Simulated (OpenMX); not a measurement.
Crystal: Sb.

```
Sb
1.0
     3.12240    0.00000    0.00000
     0.00000    4.34752    0.00000
    -0.03891    0.00000    4.40585
Sb
2
Cartesian
  0.0262 1.0869 1.0625
  3.0573 3.2606 3.3433
```

This isn't the form of Sb at room conditions, which is rhombohedral.

| Quantity | Value |
| --- | --- |
| Program | OpenMX 3.8.5 |
| Task | single point |
| Functional | PBE |
| Potentials or basis | OpenMX 2013 PBE set, Sb7.0-s3p2d2, grid cutoff 500 Ry |
| k mesh | 9 × 7 × 7 |
| Occupations | fermi-dirac, width 0.05 eV |
| Spin | no spin polarisation |

On this cell: pressure 1.7 GPa; largest force 0.188 eV/Å; band gap on the k mesh none (metal or under the smearing width).

The same run follows on a disturbed copy (atoms moved at random, drawn with an rms of 0.05 Å):

```xyz
2
Lattice="3.1224 0.0000 0.0000 0.0000 4.3475 0.0000 -0.0389 0.0000 4.4059" Properties=species:S:1:pos:R:3 pbc="T T T"
Sb    0.0286    1.1368    1.0689
Sb    3.0974    3.2454    3.3720
```

**Question.** What does the disturbed cell give?

**Answer.** The energy (extrapolated to zero smearing) moves by +3.4 meV/atom; pressure 2.0 GPa; largest force 0.265 eV/Å; band gap on the k mesh none (metal or under the smearing width).

Forces in eV/Å, atoms in the order of the input:
```
Sb  -0.019 -0.141  0.204
Sb   0.022  0.155 -0.214
```

The forces don't sum to zero, so they hold noise of the program's grid.

Caveats: the basis of atomic orbitals isn't converged, which shifts pressures, moduli and gaps.
